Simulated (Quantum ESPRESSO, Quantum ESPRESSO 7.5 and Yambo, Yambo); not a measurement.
# WS2 (2H monolayer): G0W0 with Yambo, start to end

Wanted: ground state, empty states, screening and self-energy for WS2 (2H monolayer).

Main program and level: Quantum ESPRESSO 7.5 and Yambo 5.3.0; PBE and many-body steps on it, plane waves.

**What was measured.**

- Gap 2.27 eV: quasiparticle gap, capped by bilayer graphene, n=1 energy plus inferred exciton binding energy; reflectance contrast spectroscopy with empirical scaling; 70 K; monolayer (exfoliated monolayer covered with bilayer graphene) on fused silica (“Coulomb engineering of the bandgap and excitons in two-dimensional materials”, 2017, pmc:5418602).

- Gap 2.4 eV: quasiparticle direct gap at K, n=1 exciton energy plus estimated binding energy; reflectance contrast with empirical exciton scaling; 70 K; monolayer (exfoliated uncapped monolayer on fused silica) on fused silica (“Coulomb engineering of the bandgap in 2D semiconductors”, 2017, arxiv:1702.01204).

- Gap 2.14 eV: transport (quasiparticle) gap of monolayer from electron and hole threshold voltage difference; ionic liquid gated FET transport; 240 K; monolayer (exfoliated monolayer on SiO2/Si covered by DEME-TFSI ionic liquid) (“Mono- and Bilayer WS2 Light-Emitting Transistors”, 2014, arxiv:1403.7551).

- Gap 2.01 eV: optical gap, neutral exciton X0 emission from PL at monolayer edge; micro-photoluminescence, 543 nm excitation; 300 K; monolayer (mechanically exfoliated monolayer on 290 nm oxide on Si, in air) on SiO2/Si (“Spatial Non-Uniformity in Exfoliated WS2 Single layers”, 2016, arxiv:1603.07923).

- Gap 1.98 eV: optical gap, neutral A exciton emission from PL; photoluminescence, two-Lorentzian fit; 300 K; monolayer (CVD-grown n-type monolayer transferred to SiO2/Si, in air) on SiO2/Si (“All-optical reversible manipulation of exciton and trion emissions in monolayer WS2”, 2019, arxiv:1911.12936).

This is a selection; 30 further reports are not listed.

**1. Set-up**

The cell holds 3 atoms: 1 W and 2 S. Its edges and angles: a = 3.187 Å, b = 3.187 Å, c = 16.000 Å, α = 90.0°, β = 90.0°, γ = 120.0°. Vacuum lies along c.

Coordinates:

```cif
data_structure
_symmetry_space_group_name_H-M 'P 1'
_symmetry_Int_Tables_number 1
_cell_length_a 3.1871
_cell_length_b 3.1871
_cell_length_c 16.0000
_cell_angle_alpha 90.000
_cell_angle_beta 90.000
_cell_angle_gamma 120.000
_cell_volume 140.74
loop_
_atom_site_label
_atom_site_type_symbol
_atom_site_fract_x
_atom_site_fract_y
_atom_site_fract_z
_atom_site_occupancy
W1 W 0.33333 0.66667 0.50000 1
S2 S 0.66667 0.33333 0.59821 1
S3 S 0.66667 0.33333 0.40179 1
```

The structure was relaxed with PBE. The runs that relaxed it are not among those shown. Spin-orbit coupling is left out unless a step names it.

**2. Ground state**

This step: Quantum ESPRESSO 7.5; DFT, PBE, plane waves, norm-conserving pseudopotentials.

The ground-state density comes first.

pw.in reads:

```
&control
  calculation = 'scf'
  prefix = 'x'
  outdir = 'o'
  pseudo_dir = 'pseudo'
/
&system
  ibrav = 0
  nat = 3
  ntyp = 2
  ecutwfc = 62.0
  nbnd = 18
  force_symmorphic = .true.
/
&electrons
  conv_thr = 1e-10
  electron_maxstep = 80
  mixing_beta = 0.5
/
ATOMIC_SPECIES
  W 183.84 W.upf
  S 32.06 S.upf
CELL_PARAMETERS angstrom
  3.1870569639 0.0000000000 0.0000000000
  -1.5935284820 2.7600722941 0.0000000000
  0.0000000000 0.0000000000 16.0000000000
ATOMIC_POSITIONS crystal
  W 0.3333333333 0.6666666667 0.5000000000
  S 0.6666666667 0.3333333333 0.5982117567
  S 0.6666666667 0.3333333333 0.4017882433
K_POINTS automatic
  12 12 1 0 0 0
```

The run is started by

```sh
> OMP_NUM_THREADS=1 mpirun -n 4 pw.x -nk 4 -in pw.in > pw.out
```

What it wrote:

```text
Program PWSCF v.7.5 starts

     This program is part of the open-source Quantum ESPRESSO suite
     for quantum simulation of materials; please cite
         "P. Giannozzi et al., J. Phys.:Condens. Matter 21 395502 (2009);
         "P. Giannozzi et al., J. Phys.:Condens. Matter 29 465901 (2017);
         "P. Giannozzi et al., J. Chem. Phys. 152 154105 (2020);
     in publications or presentations arising from this work. More details at
     Message from routine setup:
     using ibrav=0 with symmetry is DISCOURAGED, use correct ibrav instead

     G-vector sticks info

     bravais-lattice index     =            0
     lattice parameter (alat)  =       6.0227  a.u.
     unit-cell volume          =     949.7884 (a.u.)^3
     number of atoms/cell      =            3
     number of atomic types    =            2
     number of electrons       =        26.00
     number of Kohn-Sham states=           18
     kinetic-energy cutoff     =      62.0000  Ry
     charge density cutoff     =     248.0000  Ry
     scf convergence threshold =      1.0E-10
     mixing beta               =       0.5000
     number of iterations used =            8  plain     mixing
     Exchange-correlation= PBE
                           (   1   4   3   4   0   0   0)

     celldm(1)=   6.022665  celldm(2)=   0.000000  celldm(3)=   0.000000
     celldm(4)=   0.000000  celldm(5)=   0.000000  celldm(6)=   0.000000

     crystal axes: (cart. coord. in units of alat)
               a(1) = (   1.000000   0.000000   0.000000 )
               a(2) = (  -0.500000   0.866025   0.000000 )
               a(3) = (   0.000000   0.000000   5.020306 )

     reciprocal axes: (cart. coord. in units 2 pi/alat)
               b(1) = (  1.000000  0.577350 -0.000000 )
               b(2) = (  0.000000  1.154701  0.000000 )
               b(3) = (  0.000000 -0.000000  0.199191 )
     Pseudo is Norm-conserving + core correction, Zval = 14.0
     Generated using ONCVPSP code by D. R. Hamann
     Using radial grid of 1396 points,  8 beta functions with:
     Pseudo is Norm-conserving + core correction, Zval =  6.0
     Generated using ONCVPSP code by D. R. Hamann
     Using radial grid of 1146 points,  6 beta functions with:
     W                14.00   183.84000     W ( 1.00)
     S                 6.00    32.06000     S ( 1.00)

     12 Sym. Ops. (no inversion) found

   Cartesian axes

     site n.     atom                  positions (alat units)
         1        W      tau(   1) = (  -0.0000000   0.5773503   2.5101528  )
         2        S      tau(   2) = (   0.5000000   0.2886751   3.0032058  )
         3        S      tau(   3) = (   0.5000000   0.2886751   2.0170998  )

     number of k points=    19
                       cart. coord. in units 2pi/alat
        k(    1) = (   0.0000000   0.0000000   0.0000000), wk =   0.0138889
        k(    2) = (   0.0000000   0.0962250   0.0000000), wk =   0.0833333
        k(    3) = (   0.0000000   0.1924501   0.0000000), wk =   0.0833333
        k(    4) = (   0.0000000   0.2886751   0.0000000), wk =   0.0833333
        k(    5) = (   0.0000000   0.3849002   0.0000000), wk =   0.0833333
        k(    6) = (   0.0000000   0.4811252   0.0000000), wk =   0.0833333
        k(    7) = (   0.0000000  -0.5773503   0.0000000), wk =   0.0416667
        k(    8) = (   0.0833333   0.1443376   0.0000000), wk =   0.0833333
        k(    9) = (   0.0833333   0.2405626   0.0000000), wk =   0.1666667
        k(   10) = (   0.0833333   0.3367877   0.0000000), wk =   0.1666667
     [... 7 further rows ...]
        k(   18) = (   0.2500000   0.5292377   0.0000000), wk =   0.1666667
        k(   19) = (   0.3333333   0.5773503   0.0000000), wk =   0.0277778

     Dense  grid:    62407 G-vectors     FFT dimensions: (  32,  32, 160)

     Initial potential from superposition of free atoms

     starting charge      25.9994, renormalised to      26.0000
     Starting wfcs are   18 randomized atomic wfcs

     per-process dynamical memory:    55.6 Mb

     Self-consistent Calculation

     iteration #  1     ecut=    62.00 Ry     beta= 0.50

     Threshold (ethr) on eigenvalues was too large:
     Diagonalizing with lowered threshold

     total energy              =    -196.01581478 Ry
     estimated scf accuracy    <       0.09596760 Ry

     iteration #  2     ecut=    62.00 Ry     beta= 0.50

     total energy              =    -196.02492325 Ry
     estimated scf accuracy    <       0.02847942 Ry

     iteration #  3     ecut=    62.00 Ry     beta= 0.50

     total energy              =    -196.03042693 Ry
     estimated scf accuracy    <       0.03226311 Ry

     iteration #  4     ecut=    62.00 Ry     beta= 0.50

     total energy              =    -196.03453281 Ry
     estimated scf accuracy    <       0.00073757 Ry

     iteration #  5     ecut=    62.00 Ry     beta= 0.50

     total energy              =    -196.03468661 Ry
     estimated scf accuracy    <       0.00037510 Ry

     iteration #  6     ecut=    62.00 Ry     beta= 0.50

     total energy              =    -196.03472203 Ry
     estimated scf accuracy    <       0.00001560 Ry

     iteration #  7     ecut=    62.00 Ry     beta= 0.50

     total energy              =    -196.03472794 Ry
     estimated scf accuracy    <       0.00000188 Ry

     iteration #  8     ecut=    62.00 Ry     beta= 0.50

     total energy              =    -196.03472777 Ry
     estimated scf accuracy    <       0.00000070 Ry

     iteration #  9     ecut=    62.00 Ry     beta= 0.50

     total energy              =    -196.03472798 Ry
     estimated scf accuracy    <       0.00000008 Ry

     iteration # 10     ecut=    62.00 Ry     beta= 0.50

     total energy              =    -196.03472797 Ry
     estimated scf accuracy    <       0.00000002 Ry

     iteration # 11     ecut=    62.00 Ry     beta= 0.50

     total energy              =    -196.03472798 Ry
     estimated scf accuracy    <          1.1E-09 Ry

     iteration # 12     ecut=    62.00 Ry     beta= 0.50

     End of self-consistent calculation

          k = 0.0000 0.0000 0.0000 (  7833 PWs)   bands (ev):

   -73.4111 -37.6407 -37.4894 -37.4894 -14.0835 -12.4620  -5.6712  -2.1907
    -2.1907  -1.4561  -0.9685  -0.9685   0.6066   3.5171   3.5171   3.6636
     3.6636   5.5745

          k = 0.0000 0.0962 0.0000 (  7843 PWs)   bands (ev):

   -73.4100 -37.6367 -37.5118 -37.4946 -13.9701 -12.4202  -5.5350  -2.4875
    -2.0799  -1.8555  -1.1467  -0.7688   0.5481   3.3890   3.4187   3.5632
     3.7284   5.8691

          k = 0.0000 0.1925 0.0000 (  7875 PWs)   bands (ev):

   -73.4070 -37.6257 -37.5723 -37.5088 -13.6474 -12.3013  -5.1677  -3.1754
    -2.4990  -1.7747  -1.5625  -0.7582   0.2851   2.9997   3.3459   3.4344
     4.2142   6.3515

          k = 0.0000 0.2887 0.0000 (  7885 PWs)   bands (ev):

     [... further k-points ...]

     highest occupied, lowest unoccupied level (ev):     0.6472    2.4580

!    total energy              =    -196.03472798 Ry
     estimated scf accuracy    <          8.9E-11 Ry

     The total energy is the sum of the following terms:
     one-electron contribution =    -783.47469015 Ry
     hartree contribution      =     392.43284385 Ry
     xc contribution           =     -45.87660871 Ry
     ewald contribution        =     240.88372703 Ry

     convergence has been achieved in  12 iterations

     XML data file, charge density, pseudopotentials, collected wavefunctions

=------------------------------------------------------------------------------=
   JOB DONE.
=------------------------------------------------------------------------------=
```

The job ended after 16 s (4 MPI ranks of Arm Neoverse V1, shared host; peak memory 0.38 GiB).

This step gave:

| Quantity | Value |
| --- | --- |
| total energy | -2667.1884 eV |
| gap | 1.811 eV |
| k of the valence top | 0.3333, 0.3333, 0 |
| k of the conduction bottom | 0.3333, 0.3333, 0 |
| least direct gap | 1.811 eV |

The gap is direct, at (0.333, 0.333, 0.000).

**3. Bands along the symmetry lines**

The cheap functional maps the bands first; the places of the edges decide which points the dearer methods must see.

pw.in reads:

```
&control
  calculation = 'bands'
  prefix = 'x'
  outdir = 'o'
  pseudo_dir = 'pseudo'
/
&system
  ibrav = 0
  nat = 3
  ntyp = 2
  ecutwfc = 62.0
  nbnd = 19
  force_symmorphic = .true.
/
&electrons
  conv_thr = 1e-9
  electron_maxstep = 80
  diago_full_acc = .true.
  diago_thr_init = 5e-6
/
ATOMIC_SPECIES
  W 183.84 W.upf
  S 32.06 S.upf
CELL_PARAMETERS angstrom
  3.1870569639 0.0000000000 0.0000000000
  -1.5935284820 2.7600722941 0.0000000000
  0.0000000000 0.0000000000 16.0000000000
ATOMIC_POSITIONS crystal
  W 0.3333333333 0.6666666667 0.5000000000
  S 0.6666666667 0.3333333333 0.5982117567
  S 0.6666666667 0.3333333333 0.4017882433
K_POINTS crystal
  25
  0.00000000 0.00000000 0.00000000 1
  0.06250000 0.00000000 0.00000000 1
  0.12500000 0.00000000 0.00000000 1
  0.18750000 0.00000000 0.00000000 1
  0.25000000 0.00000000 0.00000000 1
  0.31250000 0.00000000 0.00000000 1
  0.37500000 0.00000000 0.00000000 1
  0.43750000 0.00000000 0.00000000 1
  0.50000000 0.00000000 0.00000000 1
  0.47916667 0.04166667 0.00000000 1
  0.45833333 0.08333333 0.00000000 1
  0.43750000 0.12500000 0.00000000 1
  0.41666666 0.16666666 0.00000000 1
  0.39583333 0.20833333 0.00000000 1
  0.37500000 0.25000000 0.00000000 1
  0.35416666 0.29166666 0.00000000 1
  0.33333333 0.33333333 0.00000000 1
  0.29166666 0.29166666 0.00000000 1
  0.25000000 0.25000000 0.00000000 1
  0.20833333 0.20833333 0.00000000 1
  0.16666666 0.16666666 0.00000000 1
  0.12500000 0.12500000 0.00000000 1
  0.08333333 0.08333333 0.00000000 1
  0.04166667 0.04166667 0.00000000 1
  0.00000000 0.00000000 0.00000000 1
```

What it wrote:

```text
[banner, memory and clock lines left out]
Program PWSCF v.7.5 starts

     Atomic positions and unit cell read from directory:
     o/x.save/

     Message from routine setup:
     using ibrav=0 with symmetry is DISCOURAGED, use correct ibrav instead

     G-vector sticks info

     bravais-lattice index     =            0
     lattice parameter (alat)  =       6.0227  a.u.
     unit-cell volume          =     949.7884 (a.u.)^3
     number of atoms/cell      =            3
     number of atomic types    =            2
     number of electrons       =        26.00
     number of Kohn-Sham states=           19
     kinetic-energy cutoff     =      62.0000  Ry
     charge density cutoff     =     248.0000  Ry
     Exchange-correlation= PBE
                           (   1   4   3   4   0   0   0)

     celldm(1)=   6.022665  celldm(2)=   0.000000  celldm(3)=   0.000000
     celldm(4)=   0.000000  celldm(5)=   0.000000  celldm(6)=   0.000000

     crystal axes: (cart. coord. in units of alat)
               a(1) = (   1.000000   0.000000   0.000000 )
               a(2) = (  -0.500000   0.866025   0.000000 )
               a(3) = (   0.000000   0.000000   5.020306 )

     reciprocal axes: (cart. coord. in units 2 pi/alat)
               b(1) = (  1.000000  0.577350 -0.000000 )
               b(2) = (  0.000000  1.154701  0.000000 )
               b(3) = (  0.000000 -0.000000  0.199191 )
     Pseudo is Norm-conserving + core correction, Zval = 14.0
     Generated using ONCVPSP code by D. R. Hamann
     Using radial grid of 1396 points,  8 beta functions with:
     Pseudo is Norm-conserving + core correction, Zval =  6.0
     Generated using ONCVPSP code by D. R. Hamann
     Using radial grid of 1146 points,  6 beta functions with:
     W                14.00   183.84000     W ( 1.00)
     S                 6.00    32.06000     S ( 1.00)

     12 Sym. Ops. (no inversion) found

   Cartesian axes

     site n.     atom                  positions (alat units)
         1        W      tau(   1) = (  -0.0000000   0.5773503   2.5101528  )
         2        S      tau(   2) = (   0.5000000   0.2886751   3.0032058  )
         3        S      tau(   3) = (   0.5000000   0.2886751   2.0170998  )

     number of k points=    25
                       cart. coord. in units 2pi/alat
        k(    1) = (   0.0000000   0.0000000   0.0000000), wk =   0.0800000
        k(    2) = (   0.0625000   0.0360844   0.0000000), wk =   0.0800000
        k(    3) = (   0.1250000   0.0721688   0.0000000), wk =   0.0800000
[...]
[... 13 further rows ...]
        k(   24) = (   0.0416667   0.0721688   0.0000000), wk =   0.0800000
        k(   25) = (   0.0000000   0.0000000   0.0000000), wk =   0.0800000

     Dense  grid:    62407 G-vectors     FFT dimensions: (  32,  32, 160)

     The potential is recalculated from file :
     o/x.save/charge-density

     Starting wfcs are   18 randomized atomic wfcs +    1 random wfcs

     Band Structure Calculation

     End of band structure calculation

          k = 0.0000 0.0000 0.0000 (  7833 PWs)   bands (ev):

   -73.4110 -37.6406 -37.4893 -37.4893 -14.0834 -12.4619  -5.6712  -2.1906
    -2.1906  -1.4560  -0.9684  -0.9684   0.6066   3.5172   3.5172   3.6636
     3.6636   5.5746   6.2006

          k = 0.0625 0.0361 0.0000 (  7843 PWs)   bands (ev):

   -73.4103 -37.6383 -37.5020 -37.4923 -14.0193 -12.4383  -5.5938  -2.3628
[...]
3.6399   5.7601   6.4064

          k = 0.1250 0.0722 0.0000 (  7871 PWs)   bands (ev):

[...]
3.9540   6.1005   6.4896

[...]
k = 0.0417 0.0722 0.0000 (  7841 PWs)   bands (ev):

[...]
3.6827   5.8100   6.2902

          k = 0.0000 0.0000 0.0000 (  7833 PWs)   bands (ev):

   -73.4110 -37.6406 -37.4893 -37.4893 -14.0834 -12.4619  -5.6712  -2.1906
    -2.1906  -1.4560  -0.9684  -0.9684   0.6066   3.5172   3.5172   3.6636
     3.6636   5.5745   6.2006

     XML data file, pseudopotentials, collected wavefunctions
```

Elapsed: 6.5 s, on 4 MPI ranks; peak memory 0.31 GiB.

This step gave:

| Property | Result |
| --- | --- |
| gap | 1.811 eV |
| k of the valence top | 0.3333, 0.3333, 0 |
| k of the conduction bottom | 0.3333, 0.3333, 0 |
| least direct gap | 1.811 eV |

The gap is 1.811 eV, as in the run before at this level.

Electronic bands along the path, in eV, zero at the top of the highest filled band:

```csv
point,band 10,band 11,band 12,band 13,band 14,band 15,band 16,band 17
Γ,-2.10,-1.62,-1.62,-0.04,2.87,2.87,3.02,3.02
halfway,-2.67,-2.01,-1.65,-0.85,2.31,2.53,3.14,4.07
M,-3.39,-2.12,-1.28,-0.92,2.83,3.28,4.03,4.69
halfway,-3.42,-2.79,-2.14,-0.43,2.52,3.54,3.81,4.75
K,-3.88,-3.23,-2.37,0.00,1.81,3.33,4.01,5.49
halfway,-3.42,-2.27,-1.37,-0.85,2.02,2.78,2.97,4.52
Γ,-2.10,-1.62,-1.62,-0.04,2.87,2.87,3.02,3.02
```

(Part 1 of 3 ends here.)

[Paths, hosts, dates, memory and timing lines, banners, echoed tables and standing remarks are left out of the program output.]

[Logs are printed without paths, hosts, clocks, repeated set-up lines and the standing remarks that a program may print on its own settings, such as how far it seeks lower states.]

[Runs of the session that timed out or met a known fault of the program may be left out.]

[Hosts, paths, dates, database ids (printed as entryN), source tags and the programs' standing remarks are cut or masked in the printed files.]
